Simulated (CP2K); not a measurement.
Runs of CP2K 2026.2 on Sn. The structure is cubic, space group Fd-3m (No. 227). Conventional cell: a = 6.467 Å, b = 6.467 Å, c = 6.467 Å, α = 90.00°, β = 90.00°, γ = 90.00°. Sn (site symmetry -43m) has 4 Sn at 2.80 Å as nearest neighbours. This isn't the form of Sn at room conditions, which is tetragonal (white tin).

```tsv
task	level	potentials or basis	smearing	EPS_DEFAULT	NGRIDS	potentials	points a segment of the path (NPOINTS)	bands added on the path	gap on the mesh (eV)	pressure (GPa)
band structure	AM05	POTENTIAL_UZH Sn GTH-PBE-q4; TZVP-MOLOPT-PBE-GTH basis	fermi-dirac 0.05 eV	1.0E-9	5	Sn GTH-PBE-q4 of POTENTIAL_UZH	10	2	none	(a)
band structure	PBE	POTENTIAL_UZH Sn GTH-PBE-q4; TZVP-MOLOPT-PBE-GTH basis	fermi-dirac 0.1 eV	1.0E-9	4	Sn GTH-PBE-q4 of POTENTIAL_UZH	10	2	none	4.2
band structure	LDA	GTH_POTENTIALS Sn GTH-PADE-q4; TZVP-MOLOPT-PBE-GTH basis	fermi-dirac 0.05 eV	1.0E-9	4	Sn GTH-PADE-q4 of GTH_POTENTIALS	8	2	none	-1.0
single point	PBE	POTENTIAL_UZH Sn GTH-PBE-q4; TZVP-MOLOPT-PBE-GTH basis	fermi-dirac 0.05 eV	1.0E-10	5	Sn GTH-PBE-q4 of POTENTIAL_UZH	-	-	none	4.2
```

Alike in all rows: no spin polarisation; cell as given; k mesh 7 × 7 × 7.

Q: Estimate the missing entries.

A: (a) 4.0.

Caveats: the basis of atomic orbitals isn't converged, which shifts pressures, moduli and gaps; the potentials were made for another functional, which shifts forces and pressure (some runs).

A k mesh can miss the band edges, and the runs leave out spin-orbit coupling on Sn.

A gap of «none» marks a metal or a gap under the smearing width.

Not every run made on this cell is shown here.
